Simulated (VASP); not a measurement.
VASP 6.6.1 run: KBr

INCAR

```
LREAL = .FALSE.
GGA = PE
ISIF = 2
NSW = 0
SIGMA = 0.02
PREC = Accurate
ISMEAR = -1
EDIFF = 1E-7
NELM = 120
NBANDS = 20
ENCUT = 520
LASPH = .TRUE.
LWAVE = .FALSE.
LCHARG = .FALSE.
IBRION = -1
```

KPOINTS

```
KPOINTS created by Atomic Simulation Environment
0
Gamma
6 6 6
0 0 0
```

POSCAR

```
K  Br
 1.0000000000000000
     0.0000000000000000    3.1518474961999998    3.1518474961999998
     3.1518474961999998    0.0000000000000000    3.1518474961999998
     3.1518474961999998    3.1518474961999998    0.0000000000000000
 K   Br
   1   1
Cartesian
  0.0000000000000000  0.0000000000000000  0.0000000000000000
  3.1518474961999998  3.1518474961999998  3.1518474961999998
```

The recommended PBE PAW datasets give the neutral cell 16 valence electrons.

Command

```
mpirun -np 1 vasp_std
```

How does this run end, and what does it give?

It converged. Results: gap between bands v and c on the k mesh 4.84 eV; least direct gap on the k mesh 4.84 eV; pressure 4.0 GPa. Band v is the last that the valence electrons fill when counted band by band, and c is the next.

OSZICAR

```
N       E                     dE             d eps       ncg     rms          rms(c)
DAV:   1     0.104089703023E+03    0.10409E+03   -0.67343E+03   640   0.721E+02
DAV:   2    -0.282666600797E+00   -0.10437E+03   -0.95951E+02   804   0.195E+02
DAV:   3    -0.604298932935E+01   -0.57603E+01   -0.57250E+01   840   0.389E+01
DAV:   4    -0.623755621336E+01   -0.19457E+00   -0.19436E+00   944   0.609E+00
DAV:   5    -0.623885434606E+01   -0.12981E-02   -0.12981E-02   804   0.583E-01    0.409E+00
DAV:   6    -0.608892751495E+01    0.14993E+00   -0.11319E-01   708   0.169E+00    0.300E+00
DAV:   7    -0.608128328587E+01    0.76442E-02   -0.79475E-02   856   0.143E+00    0.115E+00
DAV:   8    -0.608763396906E+01   -0.63507E-02   -0.85684E-03   728   0.580E-01    0.121E-01
DAV:   9    -0.608847510170E+01   -0.84113E-03   -0.80907E-04   740   0.156E-01    0.783E-02
DAV:  10    -0.608862054208E+01   -0.14544E-03   -0.10407E-04   752   0.510E-02    0.192E-02
DAV:  11    -0.608865761090E+01   -0.37069E-04   -0.39974E-05   704   0.316E-02    0.945E-03
DAV:  12    -0.608865764711E+01   -0.36216E-07   -0.96865E-07   828   0.608E-03
   1 F= -.60886576E+01 E0= -.60886576E+01  d E =-.171287E-10
```

For comparison, a separate PBE run of the intended cell, on usual settings and not on those above, gives a gap of 4.84 eV on its mesh and a pressure of 4.0 GPa.
